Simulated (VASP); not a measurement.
Wanted: the native input for a VASP 6.6.1 run.

| Item | Value |
| --- | --- |
| Task | band structure |
| Functional | PBE |
| Potentials or basis | VASP PAW PBE potentials, release 54 (Si) |
| Cutoff | 500 eV |
| k mesh | 12 × 12 × 11 |
| Occupations | fermi-dirac, width 0.05 eV |
| Spin | no spin polarisation |
| Further INCAR settings | ALGO = Fast; EDIFF = 1e-07 |

The structure of Si lies in POSCAR:

```
Si
1.0
    2.6205428149      0.0000000000      0.0000000000
   -1.3102714075      2.2694566494      0.0000000000
    0.0000000000      0.0000000000      2.4663543900
Si
1
Direct
    0.0000000000      0.0000000000      0.0000000000
```

This isn't the form of Si at room conditions, which is diamond.

One way to write it, as run:

INCAR

```
PREC = Accurate
ENCUT = 500
EDIFF = 1E-7
ISMEAR = -1
SIGMA = 0.05
LREAL = False
LASPH = True
NELM = 60
ALGO = Fast
ISIF = 2
LWAVE = False
LCHARG = False
GGA = PE
```

KPOINTS

```
Automatic mesh
0
Gamma
  12 12 11
```

KPOINTS_OPT

```
path GMKGALHA,LM,KH
10
line-mode
reciprocal
 0.0000000000  0.0000000000  0.0000000000  G
 0.5000000000  0.0000000000  0.0000000000  M

 0.5000000000  0.0000000000  0.0000000000  M
 0.3333333333  0.3333333333  0.0000000000  K

 0.3333333333  0.3333333333  0.0000000000  K
 0.0000000000  0.0000000000  0.0000000000  G

 0.0000000000  0.0000000000  0.0000000000  G
 0.0000000000  0.0000000000  0.5000000000  A

 0.0000000000  0.0000000000  0.5000000000  A
 0.5000000000  0.0000000000  0.5000000000  L

 0.5000000000  0.0000000000  0.5000000000  L
 0.3333333333  0.3333333333  0.5000000000  H

 0.3333333333  0.3333333333  0.5000000000  H
 0.0000000000  0.0000000000  0.5000000000  A

 0.5000000000  0.0000000000  0.5000000000  L
 0.5000000000  0.0000000000  0.0000000000  M

 0.3333333333  0.3333333333  0.0000000000  K
 0.3333333333  0.3333333333  0.5000000000  H
```

Potentials or basis: VASP PAW PBE potentials, release 54 (Si).

Command:

```console
$ cat potpaw_PBE.54/Si/POTCAR > POTCAR
$ mpirun -np 1 vasp_std > vasp.out
```

It gave:

```json
{
 "Pressure": "3.0 GPa",
 "Band gap along the path": "none (metal or under the smearing width)"
}
```

It took 5.5 s on 1 thread of Intel(R) Xeon(R) 6975P-C (Granite Rapids), with other jobs on the host, peak memory 0.13 GiB.
